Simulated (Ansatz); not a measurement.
# Electron scattering at the Σ5 (310) boundary in fcc Ir with C (interstitial), part 2 of 2

How much does the Σ5 (310) boundary in fcc Ir with C (interstitial) reflect electrons?

Ansatz 0.2.0; Ansatz plane-wave DFT, PBE, PAW files; relaxation of a bicrystal slab with its lowest layers held; PAW set soft_1 (the session's first sound run).

So far. Step 2 (Relaxing the bicrystal): The largest force component on a free atom ends at 0.022 eV/Å, under the tolerance of 0.03, after 11 steps.

## Step 3: Transmission across the boundary

Bulk layers of each grain are laid under and over the relaxed boundary, and a lead is named in the middle of each, away from the free faces. The mesh across the current, 10×16, is finer than the density's, because channels open and close sharply across the zone. Energies from -0.1 to 0.1 eV in steps of 0.05 eV are too few for the program's thermal sum, so it prints no conductance; for a metal the transmission near the Fermi level serves, at a fraction of the cost.

This step: Ansatz plane-wave DFT, PBE, PAW files; ballistic transport by layer matching (Landauer), zero bias; boundary relaxed in a short slab, bulk layers laid on; PAW set soft_1 (Ansatz 0.2.0).

System of this step: Σ5 (310) boundary in fcc Ir with C (interstitial). The cell holds 73 atoms: 72 Ir and 1 C. Its edges and angles: a = 6.071 Å, b = 3.839 Å, c = 51.839 Å, α = 90.0°, β = 90.0°, γ = 90.0°. It derives from Ir. Regions: lower grain, 29 atoms (29 Ir); boundary, 21 atoms (20 Ir and 1 C); upper grain, 23 atoms (23 Ir). Vacuum lies along c.

File input.yaml:

```yaml
crystal:
  lattice:
    - [6.0706244242, 0.0, 0.0]
    - [0.0, 3.8394, 0.0]
    - [0.0, 0.0, 51.8393601351]
  atoms:
    - { symbol: Ir, position: [11.7000000003, -19.5, 0.0771614462] }
    - { symbol: Ir, position: [11.4000000003, -19.0, 0.0888719002] }
    - { symbol: Ir, position: [11.1000000003, -18.5, 0.1005823542] }
    - { symbol: Ir, position: [10.8000000003, -18.0, 0.1122928082] }
    - { symbol: Ir, position: [10.5000000003, -17.5, 0.1240032622] }
    - { symbol: Ir, position: [10.2000000003, -17.0, 0.1357137163] }
    - { symbol: Ir, position: [9.9000000003, -16.5, 0.1474241703] }
    - { symbol: Ir, position: [9.6000000002, -16.0, 0.1591346243] }
    - { symbol: Ir, position: [9.3000000002, -15.5, 0.1708450783] }
    - { symbol: Ir, position: [9.0000000002, -15.0, 0.1825555323] }
    - { symbol: Ir, position: [8.7000000002, -14.5, 0.1942659863] }
    - { symbol: Ir, position: [8.4000000002, -14.0, 0.2059764403] }
    - { symbol: Ir, position: [8.1000000002, -13.5, 0.2176868943] }
    - { symbol: Ir, position: [7.8000000002, -13.0, 0.2293973483] }
    - { symbol: Ir, position: [7.5000000002, -12.5, 0.2411078023] }
    - { symbol: Ir, position: [7.2000000002, -12.0, 0.2528182563] }
    - { symbol: Ir, position: [6.9000000002, -11.5, 0.2645287103] }
    - { symbol: Ir, position: [6.6000000002, -11.0, 0.2762391643] }
    - { symbol: Ir, position: [6.3000000002, -10.5, 0.2879496183] }
    - { symbol: Ir, position: [6.0000000002, -10.0, 0.2996600723] }
    - { symbol: Ir, position: [5.7000000002, -9.5, 0.3113705263] }
    - { symbol: Ir, position: [5.4000000002, -9.0, 0.3230809803] }
    - { symbol: Ir, position: [5.1000000001, -8.5, 0.3347914343] }
    - { symbol: Ir, position: [4.8000000001, -8.0, 0.3465018883] }
    - { symbol: Ir, position: [4.5000000001, -7.5, 0.3582123423] }
    - { symbol: Ir, position: [4.2000000001, -7.0, 0.3699227963] }
    - { symbol: Ir, position: [3.9000000001, -6.5, 0.3816332503] }
    - { symbol: Ir, position: [3.6000000001, -6.0, 0.3933437043] }
    - { symbol: Ir, position: [3.3000000001, -5.5, 0.4050541583] }
    - { symbol: Ir, position: [1.0e-10, 0.0, 0.4167646123] }
    - { symbol: Ir, position: [0.6966266558, 0.5, 0.428104826] }
    - { symbol: Ir, position: [0.4021731523, 0.0, 0.4401376262] }
    - { symbol: Ir, position: [0.1017735505, 0.5, 0.4521519355] }
    - { symbol: Ir, position: [0.8035384389, 0.0, 0.4634581904] }
    - { symbol: Ir, position: [0.498302751, 0.5, 0.4750975579] }
    - { symbol: Ir, position: [0.1970894386, 0.0, 0.4878292724] }
    - { symbol: Ir, position: [0.8986644213, 0.5, 0.50026589] }
    - { symbol: Ir, position: [0.6059767031, 0.0, 0.5127813247] }
    - { symbol: Ir, position: [0.3089212686, 0.5, 0.5241775538] }
    - { symbol: Ir, position: [0.0080791018, 0.0, 0.5355594274] }
    - { symbol: C, position: [0.6516659718, 0.5, 0.5294001988] }
    - { symbol: Ir, position: [0.4300758597, 0.0, 0.5598772021] }
    - { symbol: Ir, position: [0.7553981445, 0.5, 0.5661178625] }
    - { symbol: Ir, position: [0.0462099185, 0.0, 0.5841962254] }
    - { symbol: Ir, position: [0.3488595591, 0.5, 0.5941070757] }
    - { symbol: Ir, position: [0.6490804015, 0.0, 0.6049647245] }
    - { symbol: Ir, position: [-0.0462013091, 0.5, 0.6179718817] }
    - { symbol: Ir, position: [0.2502457051, 0.0, 0.6301759522] }
    - { symbol: Ir, position: [0.5510110274, 0.5, 0.6409411202] }
    - { symbol: Ir, position: [-0.1505398268, 0.0, 0.6534981117] }
    - { symbol: Ir, position: [3.1494601732, -5.5, 0.6652085657] }
    - { symbol: Ir, position: [3.4494601732, -6.0, 0.6769190197] }
    - { symbol: Ir, position: [3.7494601732, -6.5, 0.6886294737] }
    - { symbol: Ir, position: [4.0494601732, -7.0, 0.7003399277] }
    - { symbol: Ir, position: [4.3494601732, -7.5, 0.7120503817] }
    - { symbol: Ir, position: [4.6494601732, -8.0, 0.7237608357] }
    - { symbol: Ir, position: [4.9494601732, -8.5, 0.7354712897] }
    - { symbol: Ir, position: [5.2494601732, -9.0, 0.7471817437] }
    - { symbol: Ir, position: [5.5494601732, -9.5, 0.7588921977] }
    - { symbol: Ir, position: [5.8494601732, -10.0, 0.7706026517] }
    - { symbol: Ir, position: [6.1494601732, -10.5, 0.7823131057] }
    - { symbol: Ir, position: [6.4494601733, -11.0, 0.7940235597] }
    - { symbol: Ir, position: [6.7494601733, -11.5, 0.8057340137] }
    - { symbol: Ir, position: [7.0494601733, -12.0, 0.8174444677] }
    - { symbol: Ir, position: [7.3494601733, -12.5, 0.8291549217] }
    - { symbol: Ir, position: [7.6494601733, -13.0, 0.8408653757] }
    - { symbol: Ir, position: [7.9494601733, -13.5, 0.8525758297] }
    - { symbol: Ir, position: [8.2494601733, -14.0, 0.8642862837] }
    - { symbol: Ir, position: [8.5494601733, -14.5, 0.8759967378] }
    - { symbol: Ir, position: [8.8494601733, -15.0, 0.8877071918] }
    - { symbol: Ir, position: [9.1494601733, -15.5, 0.8994176458] }
    - { symbol: Ir, position: [9.4494601733, -16.0, 0.9111280998] }
    - { symbol: Ir, position: [9.7494601733, -16.5, 0.9228385538] }
kpoints:
  mp_grid: { grid: [4, 7, 1] }
hamiltonian:
  xc: pbe
  pseudopotentials: { kind: paw, azcp: { folder: soft_1 } }
scf:
  occupations: { method: fermi_dirac, width: 0.1 }
output:
  transmission:
    leads: [[15, 16], [60, 61]]
    kmesh: [10, 16]
    e_range: [-0.1, 0.1]
    de: 0.05
  write_potential: true
  write_density: true
  volumetric_format: npy
  elf: true
```

Started as:

```bash
$ ansatz run input.yaml --threads 4 --pin off --max-ram 15360MiB --backend cpu --events-out ev --progress --plain --runs-dir out
```

Numbers of over 12 decimals in the logs are rounded to 6 here.

What it wrote:

```text
[...]
Crystal: 73 atoms, lattice volume = 1208.249 Å³
Basis set: ecut = 420 eV, 23581 PW (Γ)
Bands: 737, of which v1, the nominal top of the filled ones, is band 614 counted from 1 (613 counted from 0)
Symmetry: 2 space group operations
[...]
k-points: 12 of 28 (time reversal used)
[...]
SCF iter  12: F=-859691.028689 eV  HF=-859691.028689 eV  |F-HF|=1.57e-8  |Δ(HF+E_count)|=   1.06e-8  Δρ=8.69e-7  dr2=2.06e-8  ethr=8.14e-12  ⟨swp⟩=13.0  Hψ=27527  notcnv=0
SCF 1 converged in 12 iterations: F = -859691.028689 eV  dr2 = 2.06e-8
[...]
transmission: 416 of 4158 steps passed
transmission: 832 of 4158 steps passed
[...]
transmission: 4158 of 4158 steps passed
WARN: The output density's exchange-correlation potential varies sharply where the density is thin. Do not read a vacuum level from v_tot or v_xc, or from such a field of the output density. On a cell that repeats whose density bears no net charge and no dipole along the vacuum's axis use v_es (v_loc + v_h of the components); under efield.dipole_correction with no amplitude use v_es + v_field, which holds any externa [...]
SCF converged after 12 iterations
Free energy (F): -859691.028689 eV
[...]
Internal energy: -859688.574567 eV  (E = F + TS)
E sigma→0 (E₀):  -859689.801628 eV
Entropy (-TS):   -2.454122 eV (-33.618 meV/atom)
Fermi energy:    20.987582 eV
[...]
--- Band table (eV; the first three rows and the last of 12) ---
  k-point 0: bands = [... 610 lower, 20.7765, 20.7954, 20.8348, 20.8578, 20.8807, 20.8972, 20.9929, 20.9956, ... 119 higher]
  k-point 1: bands = [... 610 lower, 21.0245, 21.0574, 21.0642, 21.0774, 21.1512, 21.2108, 21.2354, 21.2498, ... 119 higher]
  k-point 2: bands = [... 610 lower, 21.1455, 21.1541, 21.1725, 21.2266, 21.2378, 21.2695, 21.2962, 21.3041, ... 119 higher]
  k-point 11: bands = [... 610 lower, 20.8389, 20.8679, 20.8966, 20.9105, 20.9331, 20.9649, 21.0022, 21.0113, ... 119 higher]
--- Transmission ---
  basis      : 205 plane waves across, 77 finite elements along
  points     : 54, standing for a mesh of 10 x 16
  energies   : 5 from -0.100000 to 0.100000 eV about the Fermi level, 0.050000 eV apart; the leads are filled to 0.000000 eV, and channels, transmission and decay are at 0.000000 eV
  crystal 0  : Ir4, at the sites [15, 16], period 2.4282 Å, over 18.21 Å; its Hamiltonian steps by up to 20.2 meV
    offset         : up to 0.0000 Å between an atom of the period and one for which it stands
    channels       : 6.175000e0 a spin
    conductance    : none, the energies end too early or step too widely for 300 K: set another output.transmission.e_range or a lower de, or, where they end at an eighth of basis.ecutwfc, a higher one
[...]
channels       : 6.150000e0 a spin
[...]
junction   : crystal 0 to crystal 1, 12.80 to 39.04 Å
    transmission   : 2.423783e0 a spin
[...]
```

Wall time 38 min (4 threads of Arm Neoverse V1, shared host); peak memory 12 GiB.

Numbers from this step:

```yaml
free_energy: -859691.0287 eV
energy_at_zero_smearing: -859689.8016 eV
fermi_energy: 20.99 eV
cell_area: 23.31 Å²
transmission_per_spin_nearest_the_fermi_level: 2.424
open_channels_per_spin_nearest_the_fermi_level: 6.175
open_channels_per_spin_upper_lead: 6.15
step_of_the_lead_s_potential: 20.2 meV
step_of_the_upper_lead_s_potential: 20.7 meV
```

Per spin. Table of transmission, zone mean by energy, zero at the Fermi level:

| energy (eV) | transmission, zone mean |
| --- | --- |
| -0.1000 | 2.37 |
| -0.0500 | 2.41 |
| 0.0000 | 2.42 |
| 0.0500 | 2.42 |
| 0.1000 | 2.45 |

Per spin. Table of open channels, zone mean by energy, zero at the Fermi level:

| energy (eV) | lead | upper lead |
| --- | --- | --- |
| -0.1000 | 6.04 | 6.04 |
| -0.0500 | 6.16 | 6.16 |
| 0.0000 | 6.17 | 6.15 |
| 0.0500 | 6.19 | 6.19 |
| 0.1000 | 6.22 | 6.22 |

Transmission over k1 and k2. At 0.0000 eV from the Fermi level.

Ten even steps from '_' (0.92) to '@' (3.94):
```
====::..::==::..::==
++**==--..--..--==**
++++**++==::==++**++
....::::======::::..
----++====##====++--
====++**##@@##**++==
####################
%%%%@@%%@@==@@%%@@%%
####################
====++**##@@##**++==
----++====##====++--
....::::======::::..
++++**++==::==++**++
++**==--..--..--==**
====::..::==::..::==
@@--__----==----__--
```
Columns: k1 (b1) from -0.5 to 0.4; rows upwards: k2 (b2) from -0.5 to 0.438.

Open channels over k1 and k2. At 0.0000 eV from the Fermi level.

Ten even steps from '_' (4.00) to '@' (9.00):
```
====::::::%%::::::==
==**====::**::====**
==****====::====****
________::**::______
======::::**::::====
====**==**%%**==**==
%%%%%%%%**==**%%%%%%
%%%%@@%%%%==%%%%@@%%
%%%%%%%%**==**%%%%%%
====**==**%%**==**==
======::::**::::====
________::**::______
==****====::====****
==**====::**::====**
====::::::%%::::::==
%%==__====%%====__==
```
Columns: k1 (b1) from -0.5 to 0.4; rows upwards: k2 (b2) from -0.5 to 0.438.

Electrostatic potential energy in the ca plane at fractional y = 0.500, with atoms of Ir and C within 0.2 Å of it. With pseudopotentials it is smooth inside the atoms' cores, unlike the true potential.

Values in eV, 9 rows by 16 columns, each cell a mean:
```
-47 -14  21  17  10  15 -43 -21  23  17  11  18 -40 -24  21  18
-32  -4   1  -8  21  19 -28 -10  19 -12 -36  16  -2   6  22   7
 14  19 -26 -42  17  17  15   8 -18 -16 -40  17  22   9   7   3
 10  22  -6 -17  10 -28   9  12 -17  13   7  21  21 -26 -33  16
 -1  15  14  19   3 -52  -2  14  10  23  19  -7  12 -21 -27  21
 12 -26 -19  22  16 -13  13 -21 -28  21  10 -50  -8  15  13  20
 20 -35 -27  16   4  19  21 -25 -32  21  16 -31   2  23   6 -18
 21   5   8  -5 -45  11  22  10   9  24  23  16  15  19 -13 -50
 -3  11  22  -3 -42  11  -1   9  23  24  24  21 -24 -10   4 -20
```
Columns run along c (16.0 Å, from fractional 0.37 to 0.68 of the cell; values clipped at the 3rd and 97th percentile), rows up along a (6.1 Å). Atoms in or near the plane, at fractional coordinates: Ir at (0.38, 0.90), Ir at (0.41, 0.30), Ir at (0.43, 0.70), Ir at (0.45, 0.10), Ir at (0.48, 0.50), Ir at (0.50, 0.90), Ir at (0.52, 0.31), C at (0.53, 0.65), Ir at (0.57, 0.76), Ir at (0.59, 0.35), Ir at (0.62, 0.95), Ir at (0.64, 0.55), Ir at (0.67, 0.15).

Valence density in the ca plane at fractional y = 0.500, with atoms of Ir and C within 0.2 Å of it. It is the smooth field of the valence electrons, not physical close to the nuclei.

Ten even steps from '0' (0.1 e/Å³) to '9' (9.6 e/Å³), each cell a mean:
```
48841000000110001587300000000000038972000000
59951000000000002699400000012100026751000000
36630001210000001476200000366300001210000001
01110015752000000121100001599510000000000003
00000027983000000000011111378410000000110002
00000016862000111000011110133100000013541001
20000002320002563100001100000000000027983000
30000000000004896100000000000000000026973000
30001100000003785100011100000014420003531000
10014531000001342000256300000148841000100000
00038962000000000001489610000159951000000000
00037961000000000000488510000025520000001331
00013530002441000000134200000001100000004784
00000100014884100000000000000000000000015996
00000000015995100000000000000000001210003663
13310000002552000132100000000000026751000111
```
Columns run along c (16.0 Å, from fractional 0.37 to 0.68 of the cell), rows up along a (6.1 Å). Atoms in or near the plane, at fractional coordinates: Ir at (0.38, 0.90), Ir at (0.41, 0.30), Ir at (0.43, 0.70), Ir at (0.45, 0.10), Ir at (0.48, 0.50), Ir at (0.50, 0.90), Ir at (0.52, 0.31), C at (0.53, 0.65), Ir at (0.57, 0.76), Ir at (0.59, 0.35), Ir at (0.62, 0.95), Ir at (0.64, 0.55), Ir at (0.67, 0.15).

ELF in the ca plane at fractional y = 0.500, with atoms of Ir and C within 0.2 Å of it. It is the smooth field of the valence electrons, not physical close to the nuclei.

Ten even steps from '0' (0.06) to '9' (0.81), each cell a mean:
```
66664211233443234666631101223222366466322233
75564222233222225756631112456422356665211123
66763334543211124666534323677621235543211125
34543346665211123454478874655631222333222236
33222356566322223322584595566641111233443335
32211256665333443321561296466532111246664333
53111235653335666421377774233332212257566332
63222233322336656521257741112223333346566321
53334433211236666423344421012246654336664211
43346664211124565334666642112466664323433221
23366575221233332234665652112475564221233332
12366564333333321123666752101367653211234564
11246663335665321112466631001234433211236666
12333432346666421122322221000122333222246557
23333222247556422233322210000012234553335766
46543211235675332465422100111112356665333553
```
Columns run along c (16.0 Å, from fractional 0.37 to 0.68 of the cell), rows up along a (6.1 Å). Atoms in or near the plane, at fractional coordinates: Ir at (0.38, 0.90), Ir at (0.41, 0.30), Ir at (0.43, 0.70), Ir at (0.45, 0.10), Ir at (0.48, 0.50), Ir at (0.50, 0.90), Ir at (0.52, 0.31), C at (0.53, 0.65), Ir at (0.57, 0.76), Ir at (0.59, 0.35), Ir at (0.62, 0.95), Ir at (0.64, 0.55), Ir at (0.67, 0.15).

Over the solved energies the transmission per spin lies between 2.37 and 2.45, out of 6.16 channels of the lead on average (up to 6.22).

## Step 4: Specific resistance

This step: Ansatz plane-wave DFT, PBE, PAW files; ballistic transport by layer matching (Landauer), zero bias; specific resistance of the boundary; PAW set soft_1 (Ansatz 0.2.0).

This step gave:

```
area resistance                      : 0.7566 fΩ m²
T over the leads' mean channel count : 0.3925
```

Averaged over the energies near the Fermi level, 39.2 % of the channels pass, which makes 0.757 fΩ m².

By hand, with T and the leads' channels N averaged over the energies near the Fermi level: RA = A (h/2e²)(1/T − ½[1/N₁ + 1/N₂]) = 23.31×10⁻²⁰ m² × 12 906 Ω × (1/2.416 − ½[1/6.158 + 1/6.153]) = 0.757 fΩ m².

## Step 5: Results

```json
{
  "specific resistance of the boundary": "0.757 fΩ m²",
  "share of channels that pass": "0.392"
}
```

In words: The boundary has a specific resistance of 0.76 fΩ m². The boundary reflects 61 % of the channels; 0.76 fΩ m² is 7.6×10⁻¹² Ω·cm². One C in 23.3 Å² of boundary is a high coverage. In the relaxation the upper grain slid sideways by about 0.9 Å, so the result belongs to the position that it found, not to the starting one. One starting structure was relaxed; another shift or atom count at the boundary may lie lower. Spin-orbit coupling is left out, which matters for Ir.

[Logs are printed without paths, hosts, clocks, repeated set-up lines and the standing remarks that a program may print on its own settings, such as how far it seeks lower states.]

[Hosts, paths, dates, database ids (printed as entryN), source tags and the programs' standing remarks are cut or masked in the printed files.]
